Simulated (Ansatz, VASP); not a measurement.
Ta: VASP beside Ansatz

File INCAR:

```
ALGO = Normal
EDIFF = 1E-6
ENCUT = 520
GGA = PE
ISIF = 2
ISMEAR = 0
LASPH = T
LCHARG = T
LELF = T
LREAL = F
LVHAR = T
LWAVE = F
NBANDS = 18
NELM = 80
PREC = Accurate
SIGMA = 0.1
```

File KPOINTS:

```
k-points
0
Gamma
  9 9 4
```

File POSCAR:

```
Ta
1.0
    2.9003720726      0.0000000000      0.0000000000
   -1.4501860363      2.5117958953      0.0000000000
    0.0000000000      0.0000000000      5.1662740000
Ta
2
Direct
    0.6666666700      0.3333333300      0.7500000000
    0.3333333300      0.6666666700      0.2500000000
```

Input for Ansatz:

```yaml
crystal:
  lattice:
    - [2.9003720726, 0.0, 0.0]
    - [-1.4501860363, 2.5117958953, 0.0]
    - [0.0, 0.0, 5.166274]
  atoms:
    - { symbol: Ta, position: [0.66666667, 0.33333333, 0.75] }
    - { symbol: Ta, position: [0.33333333, 0.66666667, 0.25] }
basis:
  ecutwfc: 420
kpoints:
  mp_grid: { grid: [9, 9, 4] }
hamiltonian:
  xc: pbe
scf:
  occupations: { method: gaussian, width: 0.1 }
output:
  forces: true
  stress: true
  eigenvalues: true
```

This isn't the form of Ta at room conditions, which is bcc.

Alike in both runs: task single point; functional PBE; k mesh 9 × 9 × 4; occupations gaussian, width 0.1 eV; no spin polarisation.

|  | VASP | Ansatz |
| --- | --- | --- |
| version | VASP 6.6.1 | Ansatz 0.2.0 |
| potentials or method | VASP PAW PBE potentials, release 64 (Ta_pv) | scalar-relativistic, plane waves, PAW |
| plane-wave cutoff (eV) | 520 | 420 |
| valence electrons in the cell | 22 | 26 |

VASP gave:

* gap on the k mesh at the Fermi level (eV): none
* pressure (GPa): -0.7
* largest component of the traceless stress (GPa): 0.82

Estimate Ansatz's values.

gap on the k mesh at the Fermi level (eV): none; pressure (GPa): -0.8; largest component of the traceless stress (GPa): 0.80.

A gap of «none» marks a metal or a gap that the smearing closes. The two sets of potentials don't hold the same shells in valence.

The runs have no spin-orbit coupling, so splittings on Ta are missing.
